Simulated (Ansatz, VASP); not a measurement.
**Si4Ge in VASP and in Ansatz**

File INCAR:

```
PREC = Accurate
ENCUT = 520
EDIFF = 1E-7
ISMEAR = 0
SIGMA = 0.1
LREAL = False
LASPH = True
NELM = 100
ALGO = Normal
ISIF = 2
LWAVE = False
LCHARG = True
GGA = PE
LELF = True
LVHAR = True
NBANDS = 41
```

The input KPOINTS:

```
Automatic mesh
0
Gamma
  6 6 1
```

The input POSCAR:

```
Si4Ge
1.0
    2.8328916000      0.0000000000      0.0000000000
   -1.4164458000      2.4533560900      0.0000000000
    0.0000000000      0.0000000000     23.0409894300
Si Ge
8 2
Direct
    0.3333333300      0.6666666700      0.6500000000
    0.3333333300      0.6666666700      0.8500000000
    0.3333333300      0.6666666700      0.0500000000
    0.3333333300      0.6666666700      0.4500000000
    0.6666666700      0.3333333300      0.9500000000
    0.6666666700      0.3333333300      0.1500000000
    0.6666666700      0.3333333300      0.3500000000
    0.6666666700      0.3333333300      0.5500000000
    0.3333333300      0.6666666700      0.2500000000
    0.6666666700      0.3333333300      0.7500000000
```

Input for Ansatz:

```yaml
crystal:
  lattice:
    - [2.8328916, 0.0, 0.0]
    - [-1.4164458, 2.45335609, 0.0]
    - [0.0, 0.0, 23.04098943]
  atoms:
    - { symbol: Si, position: [0.33333333, 0.66666667, 0.65] }
    - { symbol: Si, position: [0.33333333, 0.66666667, 0.85] }
    - { symbol: Si, position: [0.33333333, 0.66666667, 0.05] }
    - { symbol: Si, position: [0.33333333, 0.66666667, 0.45] }
    - { symbol: Si, position: [0.66666667, 0.33333333, 0.95] }
    - { symbol: Si, position: [0.66666667, 0.33333333, 0.15] }
    - { symbol: Si, position: [0.66666667, 0.33333333, 0.35] }
    - { symbol: Si, position: [0.66666667, 0.33333333, 0.55] }
    - { symbol: Ge, position: [0.33333333, 0.66666667, 0.25] }
    - { symbol: Ge, position: [0.66666667, 0.33333333, 0.75] }
basis:
  ecutwfc: 420
kpoints:
  mp_grid: { grid: [6, 6, 1] }
hamiltonian:
  xc: pbe
scf:
  occupations: { method: gaussian, width: 0.1 }
  lower_state_search: "off"
output:
  forces: true
  stress: true
  eigenvalues: true
```

Alike in both runs: task single point; functional PBE; k mesh 6 × 6 × 1; occupations gaussian, width 0.1 eV; no spin polarisation.

```csv
,VASP,Ansatz
version,VASP 6.6.1,Ansatz 0.2.0
potentials or method,"VASP PAW PBE potentials, release 64 (Si, Ge_d)","scalar-relativistic, plane waves, PAW"
plane-wave cutoff (eV),520,420
valence electrons in the cell,60,60
```

|  | VASP | Ansatz | Ansatz less VASP |
| --- | --- | --- | --- |
| gap on the k mesh at the Fermi level (eV) | none | none | - |
| pressure (GPa) | -2.1 | -2.1 | -0.06 |
| largest component of the traceless stress (GPa) | 11.85 | 11.84 | -0.008 |
| rms of the force components (eV/Å) | 0.203 | 0.202 | -0.0013 |

Atom by atom the forces differ by 0.001 eV/Å (rms over components). A gap of «none» marks a metal or a gap that the smearing closes.

Caveats: the k mesh is coarse (spacing up to 0.43 Å⁻¹), so the values aren't converged.
